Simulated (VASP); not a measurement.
# ZnS (Wurtzite-2H) (P6_3mc) in VASP: further runs

The runs below take ZnS (Wurtzite-2H) through single point, with HSE06.

All numbers are computed with VASP 6.6.1; they aren't measurements. Logs are shortened: lines on timing, memory, paths and dates and some standing lists are left out, and cuts for length are marked.

## (1) The structure

It takes space group P6_3mc (No. 186, hexagonal). Conventional cell: a = 3.811 Å, b = 3.811 Å, c = 6.234 Å, α = 90.00°, β = 90.00°, γ = 120.00°. Zn (site symmetry 3m) has 4 S at 2.31 to 2.40 Å as nearest neighbours. S (site symmetry 3m) has 4 Zn at 2.31 to 2.40 Å as nearest neighbours.

## (2) Single point, HSE06

The input, POSCAR:

```
ZnS
1.0
    3.8110000000      0.0000000000      0.0000000000
   -1.9055000000      3.3004228138      0.0000000000
    0.0000000000      0.0000000000      6.2340000000
Zn S
2 2
Direct
    0.6666666667      0.3333333333      0.5000000000
    0.3333333333      0.6666666667      0.0000000000
    0.6666666667      0.3333333333      0.8850000000
    0.3333333333      0.6666666667      0.3850000000
```

The input, INCAR.step1:

```
PREC = Accurate
ENCUT = 300
EDIFF = 1E-5
ISMEAR = 0
SIGMA = 0.01
LREAL = F
LASPH = T
NELM = 100
ALGO = Normal
ISIF = 2
LWAVE = T
LCHARG = F
NKRED = 1
NBANDS = 26
GGA = PE
```

The input, INCAR.step2:

```
PREC = Accurate
ENCUT = 300
EDIFF = 1E-6
ISMEAR = 0
SIGMA = 0.01
LREAL = F
LASPH = T
NELM = 100
ALGO = Normal
ISIF = 2
LWAVE = F
LCHARG = F
GGA = PE
LHFCALC = T
HFSCREEN = 0.2
PRECFOCK = Fast
NKRED = 1
NBANDS = 26
ISTART = 1
```

The input, KPOINTS:

```
regular mesh
0
Gamma
  4 4 2
```

Potentials or basis: VASP PAW PBE potentials, release 64 (Zn, S).

Command:

```console
cat potpaw_PBE.64/Zn/POTCAR potpaw_PBE.64/S/POTCAR > POTCAR
cp INCAR.step1 INCAR
mpirun -np 1 vasp_std > vasp.out
cp INCAR.step2 INCAR
mpirun -np 1 vasp_std > vasp.out
```

OUTCAR:

```text
PREC = Accurate
   ENCUT = 300
   EDIFF = 1E-6
   ISMEAR = 0
   LREAL = F
   LASPH = T
   NELM = 100
   ISIF = 2
   GGA = PE
   LHFCALC = T
   HFSCREEN = 0.2
   PRECFOCK = Fast
   NKRED = 1
   ISTART = 1

 Found      8 irreducible k-points:

 Following reciprocal coordinates:
            Coordinates               Weight
  0.000000  0.000000  0.000000      1.000000
  0.250000  0.000000  0.000000      6.000000
  0.500000  0.000000  0.000000      3.000000
  0.250000  0.250000  0.000000      6.000000
  0.000000  0.000000  0.500000      1.000000
  0.250000  0.000000  0.500000      6.000000
   k-points           NKPTS =      8   k-points in BZ     NKDIM =     32   number of bands    NBANDS=     26
   number of dos      NEDOS =    301   number of ions     NIONS =      4
   total plane-waves  NPLWV =  20736
   dimension x,y,z NGX =    24 NGY =   24 NGZ =   36
   dimension x,y,z NGXF=    48 NGYF=   48 NGZF=   72
   ions per type =               2   2
   NGX,Y,Z   is equivalent  to a cutoff of  10.47, 10.47,  9.60 a.u.
   NGXF,Y,Z  is equivalent  to a cutoff of  20.94, 20.94, 19.20 a.u.
 SYSTEM =  unknown system
   PREC   = accura    normal or accurate (medium, high low for compatibility)
   ISTART =      1    job   : 0-new  1-cont  2-samecut
   ICHARG =      0    charge: 1-file 2-atom 10-const
   ISPIN  =      1    spin polarized calculation?
   LNONCOLLINEAR =      F non collinear calculations
   LSORBIT =      F    spin-orbit coupling
   LASPH  =      T    aspherical Exc in radial PAW
   ENCUT  =  300.0 eV  22.05 Ry    4.70 a.u.   5.38  5.38  8.80*2*pi/ulx,y,z
   NELM   =    100;   NELMIN=  2; NELMDL=  0     # of ELM steps
   EDIFF  = 0.1E-05   stopping-criterion for ELM
   LREAL  =      F    real-space projection
   EDIFFG = 0.1E-04   stopping-criterion for IOM
   NSW    =      0    number of steps for IOM
   IBRION =     -1    ionic relax: 0-MD 1-quasi-New 2-CG
   NFREE  =      0    steps in history (QN), initial steepest desc. (CG)
   ISIF   =      2    stress and relaxation
   ISYM   =      3    0-nonsym 1-usesym 2-fastsym
   POTIM  = 0.5000    time-step for ionic-motion
   TEBEG  =    0.0;   TEEND  =   0.0 temperature during run
   PSTRESS=    0.0 pullay stress
   NELECT =      36.0000    total number of electrons
   NUPDOWN=      -1.0000    fix difference up-down
   EMIN   =  10.00;   EMAX   =-10.00  energy-range for DOS
   EFERMI =   0.00;   METHOD = LEGACY
   ISMEAR =     0;   SIGMA  =   0.01  broadening in eV -4-tet -1-fermi 0-gaus
   EFERMI_NEDOS =   21; number of points for ismear=-14 and -15
   IALGO  =     38    algorithm
   IMIX   =      1    mixing-type and parameters
     AMIX     =   0.40;   BMIX     =  1.00
     AMIX_MAG =   1.60;   BMIX_MAG =  1.00
  volume/ion in A,a.u.               =      19.60       132.29
  Fermi-wavevector in a.u.,A,eV,Ry     =   1.262943  2.386617 21.701647  1.595026
  Thomas-Fermi vector in A             =   2.396326
   LORBIT       =      0    0 simple, 1 ext, 2 COOP (PROOUT), +10 PAW based schemes
   GGA     = PE    functional components
   LHFCALC =     T    Hartree Fock is set to
   PRECFOCK=fast      Normal, Fast or Accurate (Low or Medium for compatibility)
   ENCUT4O =  -1.0   cutoff for four orbital integrals eV
   NKREDX  =     1    reduce k-point grid by
   NKREDY  =     1    reduce k-point grid by
   NKREDZ  =     1    reduce k-point grid by
   AEXX    =    0.2500 exact exchange contribution
   HFSCREEN=    0.2000 screening length (either q_TF or 0.3 A-1)
   HFSCREENC=   0.2000 screening length for correlation (either q_TF or 0.3 A-1)
   ENCUTFOCK=  -1.0 apply spherical cutoff to Coloumb kernel
   IVDW    =     0    specifies the selected vdW correction
   LEPSILON=     F    determine dielectric tensor
   LRPA    =     F    only Hartree local field effects (RPA)
 non-spin polarized calculation
 Gauss-broadening in eV      SIGMA  =   0.01
  energy-cutoff  :      300.00
  volume of cell :       78.41
 maximum number of plane-waves:       966
 NGX is ok and might be reduce to    24
  NGX = 12; NGY = 12; NGZ = 20

 number of electron      35.9999889 magnetization

 Free energy of the ion-electron system (eV)
  ---------------------------------------------------
  ext. energy  EPLUGINS =         0.00000000
  ---------------------------------------------------
  free energy    TOTEN  =       -16.69546399 eV

  energy without entropy =      -16.69546399  energy(sigma->0) =      -16.69546399

 E-fermi :   1.5073     XC(G=0):  -7.9729

 val. band max:        1.4541688085   @ k =   0.0000   0.0000   0.0000
 cond. band min:       4.9341549754   @ k =   0.0000   0.0000   0.0000
 fundamental gap:      3.4799861669
 Fermi energy:         1.5073146728

 k-point     1 :       0.0000    0.0000    0.0000
  band No.  band energies     occupation
      1     -12.9493      2.00000
      2     -11.9631      2.00000
      3      -6.4202      2.00000
      4      -6.4198      2.00000
      5      -6.3659      2.00000
      6      -6.3564      2.00000
[... 18 lines left out ...]
     25      10.4431      0.00000
     26      12.1852      0.00000

 k-point     2 :       0.2500    0.0000    0.0000
  band No.  band energies     occupation
      1     -12.5284      2.00000
      2     -11.7493      2.00000
      3      -6.3792      2.00000
      4      -6.3446      2.00000
      5      -6.3059      2.00000
      6      -6.2514      2.00000
[... 18 lines left out ...]
     25      11.2755      0.00000
     26      11.7742      0.00000

 k-point     3 :       0.5000    0.0000    0.0000
  band No.  band energies     occupation
      1     -11.9507      2.00000
      2     -11.6128      2.00000
      3      -6.3386      2.00000
      4      -6.2906      2.00000
      5      -6.1445      2.00000
      6      -6.1166      2.00000
[... 50 lines left out ...]
 k-point     5 :       0.0000    0.0000    0.5000
  band No.  band energies     occupation
      1     -12.4938      2.00000
      2     -12.4938      2.00000
      3      -6.3943      2.00000
      4      -6.3943      2.00000
      5      -6.3940      2.00000
      6      -6.3940      2.00000
[... 18 lines left out ...]
     25       9.5880      0.00000
     26       9.5880      0.00000

 k-point     6 :       0.2500    0.0000    0.5000
  band No.  band energies     occupation
      1     -12.1555      2.00000
      2     -12.1555      2.00000
      3      -6.3427      2.00000
      4      -6.3427      2.00000
      5      -6.3013      2.00000
      6      -6.3013      2.00000
[... 18 lines left out ...]
     25      10.9879      0.00000
     26      10.9879      0.00000

 [... further k-points ...]

------------------------ aborting loop because EDIFF is reached ----------------------------------------

  FORCE on cell =-STRESS in cart. coord.  units (eV):
  Direction    XX          YY          ZZ          XY          YZ          ZX
  --------------------------------------------------------------------------------------
  -------------------------------------------------------------------------------------
  Total        1.1193382      1.1193382     -0.0445022      0.0000000     -0.0000000     -0.0000000
  in kB       22.8716018     22.8716018     -0.9093200      0.0000000     -0.0000000     -0.0000000
  external PRESSURE =      14.9446278 kB  Pullay stress =       0.0000000 kB

 VOLUME and BASIS-vectors are now :
 -----------------------------------------------------------------------------
  energy-cutoff  :      300.00
  volume of cell :       78.41
      direct lattice vectors                 reciprocal lattice vectors
     3.811000000  0.000000000  0.000000000     0.262398321  0.151495741  0.000000000
    -1.905500000  3.300422814  0.000000000     0.000000000  0.302991482  0.000000000
     0.000000000  0.000000000  6.234000000     0.000000000  0.000000000  0.160410651

 POSITION                                       TOTAL-FORCE (eV/Angst)
 -----------------------------------------------------------------------------------
      1.90550      1.10014      3.11700        -0.000000      0.000000      0.335452
     -0.00000      2.20028      0.00000        -0.000000     -0.000000      0.335452
      1.90550      1.10014      5.51709        -0.000000      0.000000     -0.335452
     -0.00000      2.20028      2.40009         0.000000     -0.000000     -0.335452
 -----------------------------------------------------------------------------------
    total drift:                                0.000000      0.000000     -0.003793

  FREE ENERGIE OF THE ION-ELECTRON SYSTEM (eV)
  ---------------------------------------------------
  free  energy   TOTEN  =       -16.6954639866 eV

  energy  without entropy=      -16.6954639866  energy(sigma->0) =      -16.69546399
```

OUTCAR.step1:

```text
PREC = Accurate
   ENCUT = 300
   EDIFF = 1E-5
   ISMEAR = 0
   LREAL = F
[... 288 lines left out ...]
      1.90550      1.10014      3.11700         0.000000     -0.000000      0.335991
     -0.00000      2.20028      0.00000        -0.000000      0.000000      0.335991
      1.90550      1.10014      5.51709         0.000000     -0.000000     -0.335991
     -0.00000      2.20028      2.40009        -0.000000      0.000000     -0.335991
 -----------------------------------------------------------------------------------
    total drift:                                0.000000      0.000001     -0.002589

  FREE ENERGIE OF THE ION-ELECTRON SYSTEM (eV)
  ---------------------------------------------------
  free  energy   TOTEN  =       -13.5984859122 eV

  energy  without entropy=      -13.5984859122  energy(sigma->0) =      -13.59848591
```

OSZICAR.step1:

```text
N       E                     dE             d eps       ncg     rms          rms(c)
DAV:   1     0.187912414294E+03    0.18791E+03   -0.12457E+04   424   0.114E+03
DAV:   2     0.195914575079E+01   -0.18595E+03   -0.17859E+03   454   0.269E+02
DAV:   3    -0.141732313414E+02   -0.16132E+02   -0.16028E+02   482   0.854E+01
DAV:   4    -0.144646313596E+02   -0.29140E+00   -0.29112E+00   482   0.119E+01
DAV:   5    -0.144690967229E+02   -0.44654E-02   -0.44644E-02   478   0.142E+00    0.991E+00
DAV:   6    -0.136124550906E+02    0.85664E+00   -0.16016E+00   644   0.346E+01    0.762E+00
DAV:   7    -0.136046959889E+02    0.77591E-02   -0.12527E+00   434   0.613E+00    0.343E+00
DAV:   8    -0.135975341043E+02    0.71619E-02   -0.37117E-02   506   0.169E+00    0.967E-01
DAV:   9    -0.135981169409E+02   -0.58284E-03   -0.91465E-03   528   0.120E+00    0.240E-01
DAV:  10    -0.135982567794E+02   -0.13984E-03   -0.57507E-04   474   0.301E-01    0.102E-01
DAV:  11    -0.135984888077E+02   -0.23203E-03   -0.35585E-04   428   0.138E-01    0.677E-02
DAV:  12    -0.135984859122E+02    0.28955E-05   -0.25485E-05   412   0.685E-02
   1 F= -.13598486E+02 E0= -.13598486E+02  d E =-.275565E-42
```

Wall time 1.9 min (1 thread of Intel Xeon 6975P-C (Granite Rapids), shared host); peak memory 0.25 GiB.

These settings aren't checked as converged: the numbers below hold their error.

Results:

```
Free energy            : -16.6955 eV
Largest force          : 0.335 eV/Å
Band gap on the k mesh : 3.48 eV, direct
```

Caveat: the k mesh is coarse (spacing up to 0.50 Å⁻¹), so the values aren't converged, least of all with exact exchange; the cutoff is under 1.25 times the usual one of these potentials, so pressure, stress and relaxed cells hold a basis-set (Pulay) error; the PAW data sets were made with another functional, which shifts forces and pressure a little.

## (3) Single point, HSE06

POSCAR is that of step 2.

INCAR.step1 is that of step 2.

INCAR.step2 is that of step 2.

The input, KPOINTS:

```
regular mesh
0
Gamma
  4 4 3
```

Potentials or basis: VASP PAW PBE potentials, release 64 (Zn, S).

Command:

```console
cat potpaw_PBE.64/Zn/POTCAR potpaw_PBE.64/S/POTCAR > POTCAR
cp INCAR.step1 INCAR
mpirun -np 1 vasp_std > vasp.out
cp INCAR.step2 INCAR
mpirun -np 1 vasp_std > vasp.out
```

Wall time 2.7 min (1 thread of Intel Xeon 6975P-C (Granite Rapids), shared host); peak memory 0.25 GiB.

The run converged, but some of its settings lie outside the range that counts as converged, so its numbers aren't taken as properties of the crystal.

What came out:

- Free energy: -16.6914 eV
- Largest force: 0.334 eV/Å
- Band gap on the k mesh: 3.47 eV, direct

Caveat: the k mesh is coarse (spacing up to 0.48 Å⁻¹), so the values aren't converged, least of all with exact exchange; the cutoff is under 1.25 times the usual one of these potentials, so pressure, stress and relaxed cells hold a basis-set (Pulay) error; the PAW data sets were made with another functional, which shifts forces and pressure a little.

## (4) Single point, HSE06

POSCAR is that of step 3.

Changes to INCAR.step1 since step 3:

```diff
@@ -1,3 +1,3 @@
 PREC = Accurate
-ENCUT = 300
+ENCUT = 350
 EDIFF = 1E-5
```

Changes to INCAR.step2 since step 3:

```diff
@@ -1,3 +1,3 @@
 PREC = Accurate
-ENCUT = 300
+ENCUT = 350
 EDIFF = 1E-6
@@ -15,3 +15,3 @@
 HFSCREEN = 0.2
-PRECFOCK = Fast
+PRECFOCK = Low
 NKRED = 1
```

KPOINTS is that of step 3.

Potentials or basis: VASP PAW PBE potentials, release 64 (Zn, S).

Command:

```console
cat potpaw_PBE.64/Zn/POTCAR potpaw_PBE.64/S/POTCAR > POTCAR
cp INCAR.step1 INCAR
mpirun -np 1 vasp_std > vasp.out
cp INCAR.step2 INCAR
mpirun -np 1 vasp_std > vasp.out
```

OUTCAR:

```text
PREC = Accurate
   ENCUT = 350
   EDIFF = 1E-6
   ISMEAR = 0
   LREAL = F
   LASPH = T
   NELM = 100
   ISIF = 2
   GGA = PE
   LHFCALC = T
   HFSCREEN = 0.2
   PRECFOCK = Low
   NKRED = 1
   ISTART = 1

 Found      8 irreducible k-points:

 Following reciprocal coordinates:
[... 265 lines left out ...]

------------------------ aborting loop because EDIFF is reached ----------------------------------------

  FORCE on cell =-STRESS in cart. coord.  units (eV):
  Direction    XX          YY          ZZ          XY          YZ          ZX
  --------------------------------------------------------------------------------------
  -------------------------------------------------------------------------------------
  Total        1.0566385      1.0566385     -0.0766231      0.0000000      0.0000000      0.0000000
  in kB       21.5904505     21.5904505     -1.5656507      0.0000000      0.0000000      0.0000000
  external PRESSURE =      13.8717501 kB  Pullay stress =       0.0000000 kB

 VOLUME and BASIS-vectors are now :
 -----------------------------------------------------------------------------
  energy-cutoff  :      350.00
  volume of cell :       78.41
      direct lattice vectors                 reciprocal lattice vectors
     3.811000000  0.000000000  0.000000000     0.262398321  0.151495741  0.000000000
    -1.905500000  3.300422814  0.000000000     0.000000000  0.302991482  0.000000000
     0.000000000  0.000000000  6.234000000     0.000000000  0.000000000  0.160410651

 POSITION                                       TOTAL-FORCE (eV/Angst)
 -----------------------------------------------------------------------------------
      1.90550      1.10014      3.11700         0.000000      0.000000      0.342361
     -0.00000      2.20028      0.00000        -0.000000      0.000000      0.342361
      1.90550      1.10014      5.51709         0.000000      0.000000     -0.342361
     -0.00000      2.20028      2.40009         0.000000     -0.000000     -0.342361
 -----------------------------------------------------------------------------------
    total drift:                               -0.000000     -0.000001     -0.022349

  FREE ENERGIE OF THE ION-ELECTRON SYSTEM (eV)
  ---------------------------------------------------
  free  energy   TOTEN  =       -16.6698831936 eV

  energy  without entropy=      -16.6698831936  energy(sigma->0) =      -16.66988319
```

It took 3 min on 1 thread of Intel Xeon 6975P-C (Granite Rapids), shared host; peak memory 0.25 GiB.

The run converged, but some of its settings lie outside the range that counts as converged, so its numbers aren't taken as properties of the crystal.

What came out:

| Item | Value |
| --- | --- |
| Free energy | -16.6699 eV |
| Pressure | 1.4 GPa |
| Largest force | 0.342 eV/Å |
| Band gap on the k mesh | 3.47 eV, direct |

Caveat: the k mesh is coarse (spacing up to 0.48 Å⁻¹), so the values aren't converged, least of all with exact exchange; the PAW data sets were made with another functional, which shifts forces and pressure a little.

(Part 1 of 2 ends here.)
